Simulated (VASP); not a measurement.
# TiC (P-6m2) in VASP: further runs

One crystal, TiC, is run at these levels: optB88-vdW, BEEF-vdW, vdW-DF, optPBE-vdW, vdW-DF2; tasks: relaxation of cell and atoms.

Program: VASP 6.6.1. These are calculated values, not measurements. Logs are shortened: lines on timing, memory, paths and dates and some standing lists are left out, and cuts for length are marked.

## 1. The structure

The structure is hexagonal, space group P-6m2 (No. 187). The conventional cell has a = 3.042 Å, b = 3.042 Å, c = 2.698 Å, α = 90.00°, β = 90.00°, γ = 120.00°. Ti (site symmetry -6m2) has 6 C at 2.21 Å as nearest neighbours. C (site symmetry -6m2) is surrounded by 6 Ti at 2.21 Å.

The cell was built by a generator and needn't be a form met in nature.

## 2. Relaxation of cell and atoms, optB88-vdW

File INCAR:

```
SYSTEM = TiC
AGGAC    = 0.0          
ALGO     = Normal         ! electronic algorithm
EDIFF    = 1E-6           ! SCF threshold, eV
EDIFFG   = -0.01          ! ionic threshold
ENCUT    = 600            ! plane-wave cutoff, eV
GGA      = BO             ! functional
IBRION   = 2              ! ionic algorithm
ISIF     = 3              ! what is computed and relaxed
ISMEAR   = -1             ! smearing method
LASPH    = .True.         ! aspherical terms in the spheres
LCHARG   = .False.        ! write CHGCAR
LREAL    = .False.        ! projectors in reciprocal space
LUSE_VDW = .True.       
LWAVE    = .False.        ! write WAVECAR
NELM     = 80             ! most SCF steps
NSW      = 60             ! ionic steps
PARAM1   = 0.1833333333 
PARAM2   = 0.22         
PREC     = Accurate       ! precision mode
SIGMA    = 0.05           ! smearing width, eV
```

File KPOINTS:

```
k-points
0
Gamma
  10 10 10
  0 0 0
```

File POSCAR:

```
TiC
1.0
    3.0420900000      0.0000000000      0.0000000000
   -1.5210400000      2.6345200000      0.0000000000
    0.0000000000      0.0000000000      2.6979700000
Ti C
1 1
Direct
    0.0000000000      0.0000000000      0.5000000000
    0.3333300000      0.6666700000      0.0000000000
```

Potentials or basis: VASP PAW PBE potentials, release 64 (Ti_sv, C).

On the command line:

```bash
$ cat potpaw_PBE.64/Ti_sv/POTCAR potpaw_PBE.64/C/POTCAR > POTCAR
$ mpirun -np 1 vasp_std > vasp.out
```

OUTCAR:

```text
SYSTEM = TiC
   EDIFF = 1E-6
   EDIFFG = -0.01
   ENCUT = 600
   GGA = BO
   IBRION = 2
   ISIF = 3
   ISMEAR = -1
   LASPH = .True.
   LREAL = .False.
   NELM = 80
   NSW = 60
   PREC = Accurate

 ion  position               nearest neighbor table
   1  0.000  0.000  0.500-   2 2.21   2 2.21   2 2.21   2 2.21   2 2.21   2 2.21
   2  0.333  0.667  0.000-   1 2.21   1 2.21   1 2.21   1 2.21   1 2.21   1 2.21

  LATTYP: Found a hexagonal cell.
 ALAT       =     3.0420900000
 C/A-ratio  =     0.8868804013

  Lattice vectors:

 A1 = (   3.0420900000,   0.0000000000,   0.0000000000)
 A2 = (  -1.5210400000,   2.6345200000,   0.0000000000)
 A3 = (   0.0000000000,   0.0000000000,   2.6979700000)

Analysis of symmetry for initial positions (statically):
=====================================================================
 Subroutine PRICEL returns:
 Original cell was already a primitive cell.

 Routine SETGRP: Setting up the symmetry group for a
 hexagonal supercell.

 Subroutine GETGRP returns: Found  4 space group operations
 (whereof  4 operations were pure point group operations)
 out of a pool of 24 trial point group operations.

The static configuration has the point symmetry C_2v.

Analysis of symmetry for dynamics (positions and initial velocities):
=====================================================================
 Subroutine PRICEL returns:
 Original cell was already a primitive cell.

 Routine SETGRP: Setting up the symmetry group for a
 hexagonal supercell.

 Subroutine GETGRP returns: Found  4 space group operations
 (whereof  4 operations were pure point group operations)
 out of a pool of 24 trial point group operations.

The dynamic configuration has the point symmetry C_2v.

 Subroutine INISYM returns: Found  4 space group operations
 (whereof  4 operations are pure point group operations),
 and found     1 'primitive' translations

----------------------------------------------------------------------------------------

                                     Primitive cell

  volume of cell :      21.6227

  direct lattice vectors                    reciprocal lattice vectors
     3.042090000  0.000000000  0.000000000     0.328721372  0.189787269  0.000000000
    -1.521040000  2.634520000  0.000000000     0.000000000  0.379575786  0.000000000
     0.000000000  0.000000000  2.697970000     0.000000000  0.000000000  0.370649044

  length of vectors
     3.042090000  3.042081247  2.697970000     0.379574694  0.379575786  0.370649044

  position of ions in fractional coordinates (direct lattice)
     0.000000000  0.000000000  0.500000000
     0.333330000  0.666670000  0.000000000

  ion indices of the primitive-cell ions
   primitive index   ion index
                 1           1
                 2           2

----------------------------------------------------------------------------------------

 KPOINTS: k-points

Automatic generation of k-mesh.
 Grid dimensions read from file:
 generate k-points for:   10   10   10

 Generating k-lattice:

  Cartesian coordinates                     Fractional coordinates (reciprocal lattice)
     0.032872137  0.018978727  0.000000000     0.100000000  0.000000000  0.000000000
     0.000000000  0.037957579  0.000000000     0.000000000  0.100000000  0.000000000
     0.000000000  0.000000000  0.037064904     0.000000000  0.000000000  0.100000000

  Length of vectors
     0.037957469  0.037957579  0.037064904

  Shift w.r.t. Gamma in fractional coordinates (k-lattice)
     0.000000000  0.000000000  0.000000000

 Subroutine IBZKPT returns following result:
 ===========================================

 Found    186 irreducible k-points:

 Following reciprocal coordinates:
            Coordinates               Weight
  0.000000  0.000000  0.000000      1.000000
  0.100000  0.000000  0.000000      4.000000
 -0.100000  0.100000  0.000000      2.000000
  0.200000  0.000000  0.000000      4.000000
 -0.200000  0.200000  0.000000      2.000000
  0.300000  0.000000  0.000000      4.000000
[... 16 lines left out ...]
  0.200000  0.200000  0.000000      2.000000
 -0.200000  0.400000  0.000000      4.000000
 [... further k-points ...]
   k-points           NKPTS =    186   k-points in BZ     NKDIM =    186   number of bands    NBANDS=     12
   number of dos      NEDOS =    301   number of ions     NIONS =      2
   total plane-waves  NPLWV =  13824
   dimension x,y,z NGX =    24 NGY =   24 NGZ =   24
   dimension x,y,z NGXF=    48 NGYF=   48 NGZF=   48
   ions per type =               1   1
   NGX,Y,Z   is equivalent  to a cutoff of  13.12, 13.12, 14.79 a.u.
   NGXF,Y,Z  is equivalent  to a cutoff of  26.23, 26.23, 29.58 a.u.
 SYSTEM =  TiC
   PREC   = accura    normal or accurate (medium, high low for compatibility)
   ISTART =      0    job   : 0-new  1-cont  2-samecut
   ICHARG =      2    charge: 1-file 2-atom 10-const
   ISPIN  =      1    spin polarized calculation?
   LNONCOLLINEAR =      F non collinear calculations
   LSORBIT =      F    spin-orbit coupling
   LASPH  =      T    aspherical Exc in radial PAW
   ENCUT  =  600.0 eV  44.10 Ry    6.64 a.u.   6.08  6.08  5.39*2*pi/ulx,y,z
   NELM   =     80;   NELMIN=  2; NELMDL= -5     # of ELM steps
   EDIFF  = 0.1E-05   stopping-criterion for ELM
   LREAL  =      F    real-space projection
   EDIFFG = -.1E-01   stopping-criterion for IOM
   NSW    =     60    number of steps for IOM
   IBRION =      2    ionic relax: 0-MD 1-quasi-New 2-CG
   NFREE  =      1    steps in history (QN), initial steepest desc. (CG)
   ISIF   =      3    stress and relaxation
   ISYM   =      2    0-nonsym 1-usesym 2-fastsym
   POTIM  = 0.5000    time-step for ionic-motion
   TEBEG  =    0.0;   TEEND  =   0.0 temperature during run
   PSTRESS=    0.0 pullay stress
   NELECT =      16.0000    total number of electrons
   NUPDOWN=      -1.0000    fix difference up-down
   EMIN   =  10.00;   EMAX   =-10.00  energy-range for DOS
   EFERMI =   0.00;   METHOD = LEGACY
   ISMEAR =    -1;   SIGMA  =   0.05  broadening in eV -4-tet -1-fermi 0-gaus
   EFERMI_NEDOS =   21; number of points for ismear=-14 and -15
   IALGO  =     38    algorithm
   IMIX   =      4    mixing-type and parameters
     AMIX     =   0.40;   BMIX     =  1.00
     AMIX_MAG =   1.60;   BMIX_MAG =  1.00
  volume/ion in A,a.u.               =      10.81        72.96
  Fermi-wavevector in a.u.,A,eV,Ry     =   1.480737  2.798187 29.831891  2.192582
  Thomas-Fermi vector in A             =   2.594734
   LORBIT       =      0    0 simple, 1 ext, 2 COOP (PROOUT), +10 PAW based schemes
   GGA     = BO    functional components
   LHFCALC =     F    Hartree Fock is set to
   AEXX    =    0.0000 exact exchange contribution
   IVDW_NL    =     1    kernel type
   BPARAM     = 6.3000
   IVDW    =     0    specifies the selected vdW correction
   LEPSILON=     F    determine dielectric tensor
   LRPA    =     F    only Hartree local field effects (RPA)
 conjugate gradient relaxation of ions
 non-spin polarized calculation
  energy-cutoff  :      600.00
  volume of cell :       21.62
 maximum number of plane-waves:       734
   NGX = 13   NGY = 13   NGZ = 11

--------------------------------------- Ionic step        1  -------------------------------------------

 number of electron      15.9999999 magnetization

 Free energy of the ion-electron system (eV)
  ---------------------------------------------------
  ext. energy  EPLUGINS =         0.00000000
  ---------------------------------------------------
  free energy    TOTEN  =       -13.34047729 eV

  energy without entropy =      -13.33669534  energy(sigma->0) =      -13.33858632

------------------------ aborting loop because EDIFF is reached ----------------------------------------

  FORCE on cell =-STRESS in cart. coord.  units (eV):
  Direction    XX          YY          ZZ          XY          YZ          ZX
  --------------------------------------------------------------------------------------
  -------------------------------------------------------------------------------------
  Total       -0.0331725     -0.0331950      0.0015365     -0.0000197      0.0000000      0.0000000
  in kB       -2.4579803     -2.4596461      0.1138504     -0.0014590      0.0000000      0.0000000
  external PRESSURE =      -1.6012586 kB  Pullay stress =       0.0000000 kB
[... 175 lines left out ...]
Total vdW correction in eV:      2.2913496

--------------------------------------- Ionic step        6  -------------------------------------------

 number of electron      16.0000000 magnetization

 Free energy of the ion-electron system (eV)
  ---------------------------------------------------
  ext. energy  EPLUGINS =         0.00000000
  ---------------------------------------------------
  free energy    TOTEN  =       -13.34049134 eV

  energy without entropy =      -13.33676910  energy(sigma->0) =      -13.33863022

 E-fermi :   8.4709     XC(G=0): -12.2910

 val. band max:        8.4331960699   @ k =   0.3000   0.1000   0.0000
 cond. band min:       8.4813673188   @ k =   0.4000  -0.0000   0.0000
 fundamental gap:      0.0481712489
 Fermi energy:         8.4709117690

 k-point     1 :       0.0000    0.0000    0.0000
  band No.  band energies     occupation
      1     -47.9760      2.00000
      2     -24.2380      2.00000
      3     -24.2380      2.00000
      4     -23.7873      2.00000
      5      -3.3812      2.00000
      6       6.8954      2.00000
      7       6.8954      2.00000
      8       7.5715      2.00000
      9      10.7593      0.00000
     10      11.7484      0.00000
     11      11.7484      0.00000
     12      14.0872      0.00000
[... 331 lines left out ...]
 k-point    24 :      -0.2000    0.4000    0.0000
  band No.  band energies     occupation
      1     -47.9330      2.00000
      2     -24.5219      2.00000
      3     -24.3477      2.00000
      4     -23.7495      2.00000
      5      -1.6574      2.00000
      6       4.6533      2.00000
      7       7.2141      2.00000
      8       8.5139      0.59438
      9       8.6826      0.02857
     10      11.3111      0.00000
     11      11.9354      0.00000
     12      12.4892      0.00000

 [... further k-points ...]
[... 5 lines left out ...]
  --------------------------------------------------------------------------------------
  -------------------------------------------------------------------------------------
  Total        0.0009672      0.0010142      0.0045480      0.0000407      0.0000000      0.0000000
  in kB        0.0716849      0.0751709      0.3370781      0.0030195      0.0000000      0.0000000
  external PRESSURE =       0.1613113 kB  Pullay stress =       0.0000000 kB
[... 17 lines left out ...]
  FREE ENERGIE OF THE ION-ELECTRON SYSTEM (eV)
  ---------------------------------------------------
  free  energy   TOTEN  =       -13.3404913437 eV

  energy  without entropy=      -13.3367691024  energy(sigma->0) =      -13.33863022

Total vdW correction in eV:      2.2913778

 reached required accuracy - stopping structural energy minimisation
```

Run time: 3.2 min. Hardware: 1 thread of Intel Xeon Platinum 8375C at 2.90GHz (Ice Lake), shared host; peak memory 0.32 GiB.

What came out:

```
Free energy                            : -13.3405 eV
Relaxed volume                         : 10.81 Å³/atom
Relaxed cell                           : a = 3.041 Å, b = 3.041 Å, c = 2.700 Å, α = 90.00°, β = 90.00°, γ = 120.00°
Space group after relaxing (to 0.05 Å) : P-6m2 (No. 187)
Energy gained by relaxing              : 0.0 meV/atom
Ionic steps                            : 6
Pressure after relaxing                : 0.0 GPa
Band gap on the k mesh                 : none (metal or under the smearing width)
```

Final structure:
```xyz
2
Lattice="3.0407 0.0000 0.0000 -1.5203 2.6333 0.0000 0.0000 0.0000 2.6998" Properties=species:S:1:pos:R:3 pbc="T T T"
Ti    3.0407    0.0000    1.3499
C     0.0000    1.7555    0.0000
```

Caveat: the PAW data sets were made with another functional, which shifts forces and pressure a little.

## 3. Relaxation of cell and atoms, BEEF-vdW

File INCAR:

```
SYSTEM = TiC
PREC = Accurate
ENCUT = 600
EDIFF = 1E-6
ISMEAR = -1
SIGMA = 0.05
LREAL = .False.
LASPH = .True.
NELM = 80
ALGO = Fast
ISIF = 3
LWAVE = .False.
LCHARG = .False.
GGA = BF
LUSE_VDW = .True.
ZAB_VDW = -1.8867
IBRION = 2
NSW = 60
EDIFFG = -0.02
```

File KPOINTS:

```
Automatic mesh
0
Gamma
  10 10 10
  0 0 0
```

POSCAR is that of step 2.

Potentials or basis: VASP PAW PBE potentials, release 64 (Ti_sv, C).

On the command line:

```bash
$ cat potpaw_PBE.64/Ti_sv/POTCAR potpaw_PBE.64/C/POTCAR > POTCAR
$ mpirun -np 1 vasp_std > vasp.out
```

It took 4.1 min on 1 thread of Intel Xeon Platinum 8375C at 2.90GHz (Ice Lake), shared host; peak memory 0.32 GiB.

It converged, with:

```
Free energy                            : -13.1667 eV
Relaxed volume                         : 10.84 Å³/atom
Relaxed cell                           : a = 3.045 Å, b = 3.045 Å, c = 2.700 Å, α = 90.00°, β = 90.00°, γ = 120.00°
Space group after relaxing (to 0.05 Å) : P-6m2 (No. 187)
Energy gained by relaxing              : 0.1 meV/atom
Ionic steps                            : 3
Pressure after relaxing                : -0.2 GPa
Band gap on the k mesh                 : none (metal or under the smearing width)
```

Stress tensor (GPa, compression positive):
```
-0.15  0.00  0.00
 0.00 -0.15  0.00
 0.00  0.00 -0.28
```

The path:
| step | energy change (eV) | largest force (eV/Å) | pressure (GPa) | volume (Å³) |
| --- | --- | --- | --- | --- |
| 1 | 0.0000 | 0.0001 | 0.48 | 21.62 |
| 2 | -0.0001 | 0.0000 | -0.19 | 21.72 |
| 3 | -0.0001 | 0.0001 | -0.20 | 21.69 |

Final structure:
```
Ti C
1.0
     3.04524    0.00000    0.00000
    -1.52262    2.63725    0.00000
     0.00000    0.00000    2.70034
Ti C
1 1
Cartesian
  3.0452 0.0000 1.3502
  0.0000 1.7582 0.0000
```

Levels at points of the mesh, in eV from the Fermi level:
| k point | band 6 | band 7 | band 8 | band 9 | band 10 | band 11 |
| --- | --- | --- | --- | --- | --- | --- |
| (0.00, 0.00, 0.00) | -1.59 | -1.59 | -0.92 | 2.31 | 3.25 | 3.25 |
| (0.50, 0.00, 0.00) | -4.78 | -0.71 | -0.30 | 0.21 | 2.96 | 3.39 |
| (0.50, 0.50, 0.00) | -4.78 | -0.71 | -0.30 | 0.21 | 2.96 | 3.39 |
| (0.00, 0.00, 0.50) | -5.51 | -0.51 | -0.51 | 1.10 | 1.10 | 4.69 |
| (0.50, 0.00, 0.50) | -3.96 | -2.54 | -2.20 | 1.53 | 3.18 | 4.24 |
| (0.50, 0.50, 0.50) | -3.96 | -2.54 | -2.20 | 1.53 | 3.18 | 4.24 |

Caveat: the PAW data sets were made with another functional, which shifts forces and pressure a little.

## 4. Relaxation of cell and atoms, vdW-DF

File INCAR:

```
  PREC = Accurate
  ENCUT = 600
  EDIFF = 1E-6
  ISMEAR = -1
  SIGMA = 0.05
  LREAL = False
  LASPH = True
  NELM = 100
  ALGO = Fast
  ISIF = 3
  LWAVE = False
  LCHARG = False
  GGA = RE
  LUSE_VDW = True
  AGGAC = 0.0
  IBRION = 2
  NSW = 40
  EDIFFG = -0.01
```

File KPOINTS:

```
regular mesh
0
Gamma
  10 10 10
```

POSCAR is that of step 3.

On the command line:

```bash
$ cat potpaw_PBE.64/Ti_sv/POTCAR potpaw_PBE.64/C/POTCAR > POTCAR
$ mpirun -np 1 vasp_std > vasp.out
```

Wall time 8.1 min (1 thread of Intel Xeon Platinum 8375C at 2.90GHz (Ice Lake), shared host); peak memory 0.33 GiB.

Results (log left out):

```yaml
Free_energy: -12.1536 eV
Relaxed_volume: 11.15 Å³/atom
Relaxed_cell: a = 3.075 Å, b = 3.075 Å, c = 2.722 Å, α = 90.00°, β = 90.00°, γ = 120.00°
Space_group_after_relaxing_to_0.05_Å: P-6m2 (No. 187)
Energy_gained_by_relaxing: 6.9 meV/atom
Ionic_steps: 9
Pressure_after_relaxing: 0.1 GPa
Band_gap_on_the_k_mesh: none (metal or under the smearing width)
```

Stress tensor (GPa, compression positive):
```
0.12 0.00 0.00
0.00 0.12 0.00
0.00 0.00 0.02
```

The path:
```
step  energy change (eV)  largest force (eV/Å)  pressure (GPa)  volume (Å³)
   1              0.0000                0.0001            6.54        21.62
   2              0.0013                0.0000           -6.14        23.03
   3             -0.0136                0.0001           -0.27        22.30
   4             -0.0136                0.0001            0.15        22.27
   5             -0.0136                0.0001            0.20        22.28
   6             -0.0137                0.0000            0.11        22.29
   7             -0.0137                0.0000            0.11        22.30
   8             -0.0137                0.0000            0.12        22.30
   9             -0.0137                0.0000            0.09        22.29
```

Final structure:
```xyz
2
Lattice="3.0752 0.0000 0.0000 -1.5376 2.6632 0.0000 0.0000 0.0000 2.7222" Properties=species:S:1:pos:R:3 pbc="T T T"
Ti    3.0752    0.0000    1.3611
C     0.0000    1.7755    0.0000
```

Levels at points of the mesh, in eV from the Fermi level:
| k point | band 5 | band 6 | band 7 | band 8 | band 9 | band 10 | band 11 | band 12 |
| --- | --- | --- | --- | --- | --- | --- | --- | --- |
| (0.00, 0.00, 0.00) | -11.79 | -1.55 | -1.55 | -0.83 | 2.23 | 3.12 | 3.12 | 5.40 |
| (0.50, 0.00, 0.00) | -9.57 | -4.63 | -0.64 | -0.29 | 0.18 | 2.85 | 3.25 | 3.49 |
| (0.50, 0.50, 0.00) | -9.57 | -4.63 | -0.64 | -0.29 | 0.18 | 2.85 | 3.25 | 3.49 |
| (0.00, 0.00, 0.50) | -8.87 | -5.32 | -0.52 | -0.52 | 1.07 | 1.07 | 4.45 | 4.55 |
| (0.50, 0.00, 0.50) | -8.74 | -3.83 | -2.47 | -2.15 | 1.54 | 3.05 | 4.08 | 5.21 |
| (0.50, 0.50, 0.50) | -8.74 | -3.83 | -2.47 | -2.15 | 1.54 | 3.05 | 4.08 | 5.21 |

Caveat: the PAW data sets were made with another functional, which shifts forces and pressure a little.

[end of part 1 of 2]
